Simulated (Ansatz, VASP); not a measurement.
# RbBr in VASP and in Ansatz

```
Rb Br
1.0
     4.07017    0.00000    0.00000
     0.00000    4.07017    0.00000
     0.00000    0.00000    4.07017
Rb Br
1 1
Cartesian
  0.0000 -0.1616 0.0000
  2.0351 2.2079 2.0351
```

Change from the starting cell: mode 5 frozen in at -0.173 Å and mode 6 at +0.000 Å (largest displacements).

Alike in both runs: task single point; functional PBEsol; k mesh 6 × 6 × 6; occupations gaussian, width 0.05 eV; no spin polarisation.

```csv
,VASP,Ansatz
version,VASP 6.6.1,Ansatz 0.2.0
potentials or method,"VASP PAW PBE potentials, release 64 (Rb_sv, Br)","scalar-relativistic, plane waves, PAW"
plane-wave cutoff (eV),520,420
valence electrons in the cell,16,16
```

VASP gave:

| Item | Value |
| --- | --- |
| gap on the k mesh at the Fermi level (eV) | 4.07 |
| least direct gap on the mesh (eV) | 4.22 |
| pressure (GPa) | 0.7 |
| largest component of the traceless stress (GPa) | 0.21 |
| rms of the force components (eV/Å) | 0.173 |

**Question.** What did Ansatz give for the same quantities?

**Answer.** gap on the k mesh at the Fermi level (eV): 4.07; least direct gap on the mesh (eV): 4.22; pressure (GPa): 0.7; largest component of the traceless stress (GPa): 0.20; rms of the force components (eV/Å): 0.171.

Atom by atom the forces differ by 0.003 eV/Å (rms over components). The functional is the same, so the differences come from potentials, cutoffs and numerics.

Caveats: the PAW data sets were made with another functional, which shifts forces and pressure a little (VASP). A k mesh can miss the band edges.
